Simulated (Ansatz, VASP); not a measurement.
## Two plane-wave programs on Hg

```
Hg
1.0
     0.00000    2.35670    2.35670
     2.35670    0.00000    2.35670
     2.35670    2.35670    0.00000
Hg
1
Cartesian
  0.0000 0.0000 0.0000
```

Alike in both runs: task single point; functional PBEsol; k mesh 13 × 13 × 13; occupations fermi-dirac, width 0.1 eV; no spin polarisation.

|  | VASP | Ansatz |
| --- | --- | --- |
| version | VASP 6.6.1 | Ansatz 0.2.0 |
| potentials or method | VASP PAW PBE potentials, release 64 (Hg) | plane waves (420 eV) with PAW, scalar-relativistic |
| plane-wave cutoff (eV) | 520 | 420 |
| valence electrons in the cell | 12 | 20 |

VASP gave:

| Property | Result |
| --- | --- |
| pressure (GPa) | -2.3 |

Problem. What did Ansatz give for the same quantities?

Solution. Pressure (GPa): -2.5.

With one functional, cell and mesh, what is left measures potentials, basis and numerics. The two sets of potentials don't hold the same shells in valence. Ansatz warned: «pseudo_functional_mismatch».

Caveats: the PAW data sets were made with another functional, which shifts forces and pressure a little (VASP). The runs have no spin-orbit coupling, so splittings on Hg are missing.
